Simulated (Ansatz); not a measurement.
Method: DFT PBE+D3(BJ), scalar-relativistic, plane waves, PAW in Ansatz 0.2.0. All cells share a 420 eV cutoff and Γ-centred k meshes spaced at most about 0.3 Å⁻¹ (about 0.25 or finer for metals, 2π included). No spin polarisation.

Each guess is relaxed in cell and atoms at zero pressure, on a coarse mesh first where it starts far from rest and then on a converged one. The steps can't lower the symmetry of the start, but it can rise. Energies are static (0 K, no zero-point motion).

This guess for Se isn't its lowest structure:

```cif
data_structure
_symmetry_space_group_name_H-M 'P 1'
_symmetry_Int_Tables_number 1
_cell_length_a 3.7911
_cell_length_b 3.7911
_cell_length_c 4.4338
_cell_angle_alpha 90.000
_cell_angle_beta 90.000
_cell_angle_gamma 120.000
_cell_volume 55.19
loop_
_atom_site_label
_atom_site_type_symbol
_atom_site_fract_x
_atom_site_fract_y
_atom_site_fract_z
_atom_site_occupancy
Se1 Se 0.66667 0.33333 0.14478 1
Se2 Se 0.33333 0.66667 0.85522 1
```

Problem. What does it relax into?

Solution. P-3m1 at 27.6 Å³/atom → P6_3/mmc at 21.3 Å³/atom. Conventional cell: a = 3.591 Å, c = 3.812 Å. Around Se lie 6 Se at 2.82 Å.

```
CELL_PARAMETERS angstrom
3.59069 0.00000 0.00000
-1.79535 3.10963 0.00000
0.00000 0.00000 3.81246
ATOMIC_POSITIONS crystal
Se 0.66667 0.33333 0.25000
Se 0.33333 0.66667 0.75000
```

Problem. How far does this end lie above the lowest form of Se relaxed in the same way, and what is that form?

Solution. It lies 294 meV/atom above the lowest of the 5 forms computed, a structure that the Crystallography Open Database (COD) lists, of the trigonal selenium type. Space group P3_121 (No. 152), trigonal, a = 4.067 Å, c = 5.130 Å. Se has 2 Se at 2.44 Å. That form has 24.5 Å³/atom and a gap of 0.51 eV on its mesh; the guess's end has none. Counting all near atoms (those within 1.25 times the shortest such distance or 1.15 times the sum of covalent radii), the guess's end has Se 6 and the lowest form has Se 2.

Kohn–Sham gaps at this level usually fall short of measured ones. Some types were kept out of the candidates beforehand, so the set may lack a known form.
